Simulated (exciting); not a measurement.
Set up this calculation in exciting (release sodium), as the native input.

* Task: single point
* Functional: LDA
* Potentials or basis: all-electron LAPW+lo, shipped species files, valence relativity iora*
* rgkmax: 7.5
* k mesh: 9 × 9 × 9
* Occupations: gaussian, width 0.05 eV
* Spin: no spin polarisation
* outputlevel: normal
* gmaxvr (cutoff of density and potential): 14 1/bohr
* lmaxapw (and lmaxmat): 10
* lmaxvr: 8
* nempty: 10
* Valence relativity: iora*
* epsengy: 1e-05 Ha
* epspot: 1e-05 Ha
* maxscl: 60
* Muffin-tin radii: K 2.2, F 1.45 bohr

Crystal: KF (Carobbiite).

```xyz
2
Lattice="3.7786 0.0000 0.0000 1.8893 3.2723 0.0000 1.8893 1.0908 3.0852" Properties=species:S:1:pos:R:3 pbc="T T T"
K     0.0000    0.0000    0.0000
F     3.7786    2.1816    1.5426
```

These files were run (other wordings do the same):

input.xml

```xml
<input>
  <title>KF</title>
  <structure speciespath="./" tshift="false">
    <crystal scale="1">
      <basevect>7.140455847583 0.000000000000 0.000000000000</basevect>
      <basevect>3.570227923792 6.183816158515 0.000000000000</basevect>
      <basevect>3.570227923792 2.061272052775 5.830157785773</basevect>
    </crystal>
    <species speciesfile="K.xml" rmt="2.2">
      <atom coord="0.000000000000 0.000000000000 0.000000000000"/>
    </species>
    <species speciesfile="F.xml" rmt="1.45">
      <atom coord="0.500000000000 0.500000000000 0.500000000000"/>
    </species>
  </structure>
  <groundstate do="fromscratch" ngridk="9 9 9" rgkmax="7.5" gmaxvr="14" lmaxapw="10" lmaxmat="10" lmaxvr="8" xctype="LDA_PW" stype="Gaussian" swidth="0.00183747" nempty="10" ValenceRelativity="iora*" epsengy="1e-05" epspot="1e-05" maxscl="60" tforce="true" outputlevel="normal"/>
  <properties>
    <chargedensityplot>
      <plot3d>
        <box grid="19 19 19">
          <origin coord="0 0 0"/>
          <point coord="1 0 0"/>
          <point coord="0 1 0"/>
          <point coord="0 0 1"/>
        </box>
      </plot3d>
    </chargedensityplot>
    <elfplot>
      <plot3d>
        <box grid="19 19 19">
          <origin coord="0 0 0"/>
          <point coord="1 0 0"/>
          <point coord="0 1 0"/>
          <point coord="0 0 1"/>
        </box>
      </plot3d>
    </elfplot>
    <exccplot>
      <plot3d>
        <box grid="19 19 19">
          <origin coord="0 0 0"/>
          <point coord="1 0 0"/>
          <point coord="0 1 0"/>
          <point coord="0 0 1"/>
        </box>
      </plot3d>
    </exccplot>
  </properties>
</input>
```

Potentials or basis: all-electron LAPW+lo, shipped species files, valence relativity iora*.

Run with:

```console
$ OMP_NUM_THREADS=1 exciting_smp
```

Results of the run:

```json
{
 "Band gap on the k mesh": "5.81 eV, direct",
 "All electrons inside the program's atomic spheres": "K 17.32; F 7.77 (radii K 2.2, F 1.45 bohr)"
}
```

Caveat: an odd mesh through Γ misses points on the zone boundary, where band edges often lie.

Run time: 4 min on 1 thread of Arm Neoverse V2 (shared host), peak memory 0.14 GiB.
